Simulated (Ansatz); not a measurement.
# CdS: the crystal squeezed far

An exercise on one series of results from a longer session: the logs are not shown, and one member is left open.

Computed with Ansatz 0.2.0 (DFT PBEsol, with the methods named in each step, unless a step's input says otherwise).

### Starting point

The structure is cubic, space group F-43m (No. 216). Conventional cell: a = 5.826 Å, b = 5.826 Å, c = 5.826 Å, α = 90.00°, β = 90.00°, γ = 90.00°. Cd (site symmetry -43m) is surrounded by 4 S at 2.52 Å. S (site symmetry -43m) has 4 Cd at 2.52 Å in its first shell of neighbours.

Structure file:

```cif
data_structure
_symmetry_space_group_name_H-M 'P 1'
_symmetry_Int_Tables_number 1
_cell_length_a 4.1198
_cell_length_b 4.1198
_cell_length_c 4.1198
_cell_angle_alpha 60.000
_cell_angle_beta 60.000
_cell_angle_gamma 60.000
_cell_volume 49.44
loop_
_atom_site_label
_atom_site_type_symbol
_atom_site_fract_x
_atom_site_fract_y
_atom_site_fract_z
_atom_site_occupancy
Cd1 Cd 0.00000 0.00000 0.00000 1
S1 S 0.25000 0.25000 0.25000 1
```

Whether this phase is the stable one at these pressures isn't tested.

Atoms are numbered in the order of the input: Cd1, S2.

Set-up of the first run:

The input, input.yaml:

```yaml
crystal:
  lattice:
    - [0.0, 2.9131338647, 2.9131338647]
    - [2.9131338647, 0.0, 2.9131338647]
    - [2.9131338647, 2.9131338647, 0.0]
  atoms:
    - { symbol: Cd, position: [0.0, 0.0, 0.0] }
    - { symbol: S, position: [0.25, 0.25, 0.25] }
kpoints:
  mp_grid: { grid: [11, 11, 11] }
scf:
  occupations: { method: fermi_dirac, width: 0.08 }
hamiltonian:
  xc: pbesol
  pseudopotentials: { kind: paw }
output:
  forces: true
  stress: true
  write_density: true
  write_potential: true
  elf: true
  volumetric_format: npy
relax:
  f_tol: 0.005
  max_steps: 40
  cell: {}
```

On the command line:

```bash
ansatz run input.yaml --threads 1 --pin off --max-ram 2048MiB --backend cpu --events-out ev --progress --plain --runs-dir out
```

Steps of the session up to this table: Cell relaxed at zero pressure, PAW; Volume scaled by 1, PAW; Volume scaled by 0.92, PAW; Volume scaled by 0.92, PAW (source ansatz); Volume scaled by 0.84, PAW; Volume scaled by 0.76, PAW; Volume scaled by 0.68, PAW; Volume scaled by 0.68, PAW (cutoff 800 eV); Volume scaled by 0.6, PAW; Volume scaled by 0.52, PAW; Volume scaled by 0.45, PAW; Volume scaled by 0.45, PAW (cutoff 250 eV).

One of the session's tables, all rows but one given; the rest of the session is left out.

```
             method  volume over the first  volume (Å³/atom)  pressure (GPa)  gap on the k mesh (eV)
                PAW                      1            24.698            0.00                    1.01
                PAW                   0.92            22.722            6.20                    1.17
                PAW                   0.84            20.746           15.98                    1.33
                PAW                   0.76            18.771           31.64                    1.48
                PAW                   0.68            16.795           57.35                    1.58
                PAW                    0.6            14.819          101.00                    1.63
                PAW                   0.52            12.843          178.57                    1.56
                PAW                   0.45            11.114          300.70                    1.26
PAW (cutoff 250 eV)                   0.45                 ?               ?                       ?
PAW (cutoff 800 eV)                   0.68            16.795           57.34                    1.58
PAW (source ansatz)                   0.92            22.722            6.24                    1.17
```

Q: Estimate the row for PAW (cutoff 250 eV), 0.45 from the others.

As computed: volume (Å³/atom): 11.114; pressure (GPa): 306.33; gap on the k mesh (eV): 1.26.

Caveats from the session: Warnings in the runs' records: cutoff below recommended.
